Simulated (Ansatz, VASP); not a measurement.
## Cross-check of KI between VASP and Ansatz

One calculation is typed for both programs; each brings its own data sets and cutoff. How far apart do they land? The cell is taken from a series of VASP runs on this material, whose earlier steps may have relaxed, scaled or displaced it; both programs get it as it stands.

Calculated with Ansatz 0.2.0; plane waves, with VASP 6.6.1 beside it; elastic constants at LDA.

**1. The structure**

The structure is cubic, space group Fm-3m (No. 225). The conventional cell has a = 6.827 Å, b = 6.827 Å, c = 6.827 Å, α = 90.00°, β = 90.00°, γ = 90.00°. Nearest to I lie 6 K at 3.41 Å. Nearest to K lie 6 I at 3.41 Å. Farther neighbours and most contacts between anions are not listed.

**2. VASP: elastic constants, LDA**

Elastic constants are differences of stresses under small strains, so they test the stress and the mesh.

Lines of VASP's logs that name or quote its potential files are left out, and so is its time.

Contents of INCAR:

```
SYSTEM = KI
PREC = Accurate
ENCUT = 700
EDIFF = 1E-08
NELM = 100
ISMEAR = 0
SIGMA = 0.03
LREAL = .FALSE.
ALGO = Normal
GGA = CA
NBANDS = 14
LORBIT = 11
LWAVE = .FALSE.
LCHARG = .FALSE.
KPAR = 4
IBRION = 6
NFREE = 2
POTIM = 0.015
ISIF = 3
NSW = 1
```

Contents of POSCAR:

```
KI
1.0
    0.0000000000      3.4137031115      3.4137031115
    3.4137031115      0.0000000000      3.4137031115
    3.4137031115      3.4137031115      0.0000000000
I K
1 1
Direct
    0.5000000000      0.5000000000      0.5000000000
    0.0000000000      0.0000000000      0.0000000000
```

Contents of KPOINTS:

```
Automatic mesh
0
Gamma
6 6 6
0 0 0
```

The projector-augmented-wave data sets are I and K_sv (LDA family, release 64).

Launch:

```bash
mpirun -np 4 vasp_std
```

Numbers of over 12 decimals in the logs are rounded to 6 here.

What it wrote:

```text
[banner, memory and clock lines left out]
running    4 mpi-ranks, on    1 nodes
 distrk:  each k-point on    1 cores,    4 groups
 distr:  one band on    1 cores,    1 groups

 POSCAR found type information on POSCAR I K
 POSCAR found :  2 types and       2 ions
 LDA part: xc-table for (Slater(with rela. corr.)+CA(PZ))
 , standard interpolation
 POSCAR, INCAR and KPOINTS ok, starting setup
 FFT: planning ... GRIDC
 FFT: planning ... GRID_SOFT
 FFT: planning ... GRID
 WAVECAR not read
 entering main loop
       N       E                     dE             d eps       ncg     rms          rms(c)
DAV:   1     0.117329642494E+03    0.11733E+03   -0.80207E+03   448   0.127E+03
DAV:   2     0.173153690976E+01   -0.11560E+03   -0.10468E+03   520   0.271E+02
DAV:   3    -0.591963851756E+01   -0.76512E+01   -0.76004E+01   648   0.586E+01
DAV:   4    -0.625175776728E+01   -0.33212E+00   -0.33191E+00   742   0.112E+01
DAV:   5    -0.625348296033E+01   -0.17252E-02   -0.17252E-02   620   0.809E-01    0.401E+00
DAV:   6    -0.617935939968E+01    0.74124E-01   -0.80412E-02   544   0.192E+00    0.276E+00
DAV:   7    -0.616632804292E+01    0.13031E-01   -0.86614E-02   550   0.176E+00    0.810E-01
DAV:   8    -0.616628754049E+01    0.40502E-04   -0.13721E-02   532   0.901E-01    0.217E-01
DAV:   9    -0.616626635758E+01    0.21183E-04   -0.41548E-04   594   0.132E-01    0.109E-01
DAV:  10    -0.616629672975E+01   -0.30372E-04   -0.18133E-04   596   0.637E-02    0.732E-02
DAV:  11    -0.616629084351E+01    0.58862E-05   -0.50370E-05   454   0.441E-02    0.762E-03
DAV:  12    -0.616629093748E+01   -0.93977E-07   -0.20974E-06   562   0.123E-02    0.448E-03
DAV:  13    -0.616629104356E+01   -0.10608E-06   -0.17970E-07   582   0.319E-03    0.546E-03
DAV:  14    -0.616629103769E+01    0.58712E-08   -0.13946E-07   532   0.193E-03    0.177E-03
DAV:  15    -0.616629103481E+01    0.28767E-08   -0.13325E-08   370   0.718E-04
   1 F= -.61662910E+01 E0= -.61662910E+01  d E =-.190919E-11
[... from here on, the cycles between the ionic steps are left out ...]
   2 F= -.61642423E+01 E0= -.61642423E+01  d E =-.147122E-31
   3 F= -.61638266E+01 E0= -.61638266E+01  d E =-.166290E-15
   9 F= -.61660975E+01 E0= -.61660975E+01  d E =-.178327E-29
  10 F= -.61660975E+01 E0= -.61660975E+01  d E =-.179447E-29
  11 F= -.61660975E+01 E0= -.61660975E+01  d E =-.178145E-29
  12 F= -.61660975E+01 E0= -.61660975E+01  d E =-.179200E-29
  13 F= -.61660975E+01 E0= -.61660975E+01  d E =-.178299E-29
  14 F= -.61661284E+01 E0= -.61661284E+01  d E =-.185841E-11
  15 F= -.61661284E+01 E0= -.61661284E+01  d E =-.185797E-11
  16 F= -.61661277E+01 E0= -.61661277E+01  d E =-.185696E-11
 Finite differences progress:
  Degree of freedom:   8/  8
  Displacement:        1/  2
  Total:              15/ 16
 bond charge predicted
       N       E                     dE             d eps       ncg     rms          rms(c)
DAV:   1    -0.616269116424E+01    0.34366E-02   -0.13527E+00   840   0.789E+00    0.180E-01
DAV:   2    -0.616606588421E+01   -0.33747E-02   -0.38295E-02   972   0.137E+00    0.560E-02
DAV:   3    -0.616613771507E+01   -0.71831E-04   -0.12351E-03  1304   0.193E-01    0.338E-02
DAV:   4    -0.616612751271E+01    0.10202E-04   -0.33682E-05  1044   0.533E-02    0.128E-02
DAV:   5    -0.616612761084E+01   -0.98128E-07   -0.10390E-05  1086   0.264E-02    0.402E-03
DAV:   6    -0.616612772235E+01   -0.11151E-06   -0.12397E-06  1188   0.735E-03    0.201E-03
DAV:   7    -0.616612769829E+01    0.24064E-07   -0.72635E-08  1122   0.254E-03    0.655E-04
DAV:   8    -0.616612769812E+01    0.17030E-09   -0.25484E-08   810   0.126E-03
  17 F= -.61661277E+01 E0= -.61661277E+01  d E =-.186060E-11
 Finite differences progress:
  Degree of freedom:   8/  8
  Displacement:        2/  2
  Total:              16/ 16
```

Parts of OUTCAR (step 2):

```text
ion  position               nearest neighbor table
   1  0.500  0.500  0.500-   2 3.41   2 3.41   2 3.41   2 3.41   2 3.41   2 3.41
   2  0.000  0.000  0.000-   1 3.41   1 3.41   1 3.41   1 3.41   1 3.41   1 3.41

  LATTYP: Found a face centered cubic cell.
 ALAT       =     6.8274062230

 Subroutine GETGRP returns: Found 48 space group operations
 (whereof 48 operations were pure point group operations)

The static configuration has the point symmetry O_h .

 Found     16 irreducible k-points:

   k-points           NKPTS =     16   k-points in BZ     NKDIM =     16   number of bands    NBANDS=     14

   dimension x,y,z NGX =    42 NGY =   42 NGZ =   42
   dimension x,y,z NGXF=    84 NGYF=   84 NGZF=   84

   ENCUT  =  700.0 eV  51.45 Ry    7.17 a.u.  10.41 10.41 10.41*2*pi/ulx,y,z

   NELECT =      16.0000    total number of electrons

 k-points in reciprocal lattice and weights: Automatic mesh
   0.00000000  0.00000000  0.00000000       0.005
   0.16666667  0.00000000  0.00000000       0.037
   0.33333333  0.00000000  0.00000000       0.037
   0.50000000  0.00000000  0.00000000       0.019
   0.16666667  0.16666667  0.00000000       0.028
   0.33333333  0.16666667  0.00000000       0.111
   0.50000000  0.16666667  0.00000000       0.111
  -0.33333333  0.16666667  0.00000000       0.111
  -0.16666667  0.16666667  0.00000000       0.056
[...]
-0.33333333  0.33333333  0.16666667       0.111
  -0.33333333  0.50000000  0.16666667       0.056

 average (electrostatic) potential at core
       1 -94.4582       2 -34.9869

 E-fermi :   0.0854

 k-point     1 :       0.0000    0.0000    0.0000
  band No.  band energies     occupation
    ...
      4     -11.7706      2.00000
      5     -10.7866      2.00000
      6      -0.0442      2.00000
      7      -0.0442      2.00000
      8      -0.0442      2.00000
      9       3.8236      0.00000
     10       6.1744      0.00000
     11       6.1745      0.00000
     12       6.1745      0.00000
     13       7.0072      0.00000
    ...

 k-point     2 :       0.1667    0.0000    0.0000
  band No.  band energies     occupation
    ...
      4     -11.7714      2.00000
      5     -10.6461      2.00000
      6      -0.5810      2.00000
      7      -0.1685      2.00000
      8      -0.1685      2.00000
      9       4.5243      0.00000
     10       6.1256      0.00000
     11       6.4985      0.00000
     12       6.4985      0.00000
     13       7.3898      0.00000
    ...

 k-point     3 :       0.3333    0.0000    0.0000
  band No.  band energies     occupation
    ...
      4     -11.7730      2.00000
      5     -10.4077      2.00000
      6      -1.3684      2.00000
      7      -0.3939      2.00000
      8      -0.3939      2.00000
      9       5.1723      0.00000
     10       7.0000      0.00000
     11       7.3025      0.00000
     12       7.3025      0.00000
     13       8.3519      0.00000
    ...

  Total        0.0053310      0.0028413      0.0028413      0.0000000      0.0000000      0.0000000
  in kB        0.1073533      0.0572158      0.0572158      0.0000000      0.0000000      0.0000000
  external PRESSURE =       0.0739283 kB  Pullay stress =       0.0000000 kB

  energy-cutoff  :      700.00
  volume of cell :       79.56
      direct lattice vectors                 reciprocal lattice vectors
     0.000000000  3.413703111  3.413703111    -0.146468508  0.146468508  0.146468508
     3.413703111  0.000000000  3.413703111     0.146468508 -0.146468508  0.146468508
     3.413703111  3.413703111  0.000000000     0.146468508  0.146468508 -0.146468508

 POSITION                                       TOTAL-FORCE (eV/Angst)
 -----------------------------------------------------------------------------------
      3.41370      3.41370      3.41370        -0.021709      0.000000      0.000000
     -0.01500      0.00000      0.00000         0.021709      0.000000      0.000000
 -----------------------------------------------------------------------------------
    total drift:                               -0.000080      0.000000      0.000000

  FREE ENERGIE OF THE ION-ELECTRON SYSTEM (eV)
  ---------------------------------------------------
  free  energy   TOTEN  =        -6.1661276981 eV

  energy  without entropy=       -6.1661276981  energy(sigma->0) =       -6.16612770

  SYMMETRIZED ELASTIC MODULI (kBar)
 Direction    XX          YY          ZZ          XY          YZ          ZX
 --------------------------------------------------------------------------------
 XX         404.5611     38.6372     38.6372      0.0000     -0.0000      0.0000
 YY          38.6372    404.5611     38.6372      0.0000      0.0000      0.0000
 ZZ          38.6372     38.6372    404.5611      0.0000     -0.0000      0.0000
 XY           0.0000      0.0000      0.0000     35.2056     -0.0000      0.0000
 YZ          -0.0000      0.0000     -0.0000     -0.0000     35.2056      0.0000
 ZX           0.0000      0.0000      0.0000      0.0000      0.0000     35.2056
 --------------------------------------------------------------------------------

 Eigenvectors and eigenvalues of the dynamical matrix
 ----------------------------------------------------

   1 f  =    3.441311 THz    21.622394 2PiTHz  114.789777 cm-1    14.232112 meV
             X         Y         Z           dx          dy          dz
      3.413703  3.413703  3.413703     0.000000    0.485471    0.000000
      0.000000  0.000000  0.000000     0.000000   -0.874253    0.000000

   2 f  =    3.441311 THz    21.622394 2PiTHz  114.789777 cm-1    14.232112 meV
             X         Y         Z           dx          dy          dz
      3.413703  3.413703  3.413703    -0.485471    0.000000    0.000000
      0.000000  0.000000  0.000000     0.874253    0.000000    0.000000

   3 f  =    3.441311 THz    21.622394 2PiTHz  114.789777 cm-1    14.232112 meV
             X         Y         Z           dx          dy          dz
      3.413703  3.413703  3.413703     0.000000    0.000000   -0.485471
      0.000000  0.000000  0.000000     0.000000    0.000000    0.874253

   4 f/i=    0.000628 THz     0.003944 2PiTHz    0.020940 cm-1     0.002596 meV
             X         Y         Z           dx          dy          dz
      3.413703  3.413703  3.413703     0.874253    0.000000    0.000000
      0.000000  0.000000  0.000000     0.485471    0.000000    0.000000

   5 f/i=    0.000628 THz     0.003944 2PiTHz    0.020940 cm-1     0.002596 meV
             X         Y         Z           dx          dy          dz
      3.413703  3.413703  3.413703     0.000000   -0.874253    0.000000
      0.000000  0.000000  0.000000     0.000000   -0.485471    0.000000

   6 f/i=    0.000628 THz     0.003944 2PiTHz    0.020940 cm-1     0.002596 meV
             X         Y         Z           dx          dy          dz
      3.413703  3.413703  3.413703     0.000000    0.000000    0.874253
      0.000000  0.000000  0.000000     0.000000    0.000000    0.485471

 ELASTIC MODULI CONTR FROM IONIC RELAXATION (kBar)
 Direction    XX          YY          ZZ          XY          YZ          ZX
 --------------------------------------------------------------------------------
 XX           0.0000      0.0000      0.0000      0.0000      0.0000      0.0000
 YY           0.0000      0.0000      0.0000      0.0000      0.0000      0.0000
 ZZ           0.0000      0.0000      0.0000      0.0000      0.0000      0.0000
 XY           0.0000      0.0000      0.0000      0.0000      0.0000      0.0000
 YZ           0.0000      0.0000      0.0000      0.0000      0.0000      0.0000
 ZX           0.0000      0.0000      0.0000      0.0000      0.0000      0.0000
 --------------------------------------------------------------------------------

 TOTAL ELASTIC MODULI (kBar)
 Direction    XX          YY          ZZ          XY          YZ          ZX
 --------------------------------------------------------------------------------
 XX         404.5611     38.6372     38.6372      0.0000     -0.0000      0.0000
 YY          38.6372    404.5611     38.6372      0.0000      0.0000      0.0000
 ZZ          38.6372     38.6372    404.5611      0.0000     -0.0000      0.0000
 XY           0.0000      0.0000      0.0000     35.2056     -0.0000      0.0000
 YZ          -0.0000      0.0000     -0.0000     -0.0000     35.2056      0.0000
 ZX           0.0000      0.0000      0.0000      0.0000      0.0000     35.2056
 --------------------------------------------------------------------------------

 total charge
# of ion       s       p       d       tot
------------------------------------------
    1        1.498   2.855   0.002   4.355
    2        1.959   5.564   0.032   7.554
--------------------------------------------------
tot          3.457   8.418   0.034  11.909

[... 3 further parts left out ...]
```

CONTCAR:

```
KI
   1.00000000000000
     0.0000000000000000    3.4137031114999998    3.4137031114999998
     3.4137031114999998    0.0000000000000000    3.4137031114999998
     3.4137031114999998    3.4137031114999998    0.0000000000000000
  I               K
     1     1
Direct
     0.5000000000000000    0.5000000000000000    0.5000000000000000
     0.0021970276134249   -0.0021970276134249   -0.0021970276134249
```

(Part 1 of 2 ends here.)

[Lines on the potential files, build, host, timing and source positions are cut from VASP's logs without a mark.]

[Logs are printed without paths, hosts, clocks, repeated set-up lines and the standing remarks that a program may print on its own settings, such as how far it seeks lower states.]

[Hosts, paths, dates, database ids (printed as entryN), source tags and the programs' standing remarks are cut or masked in the printed files.]
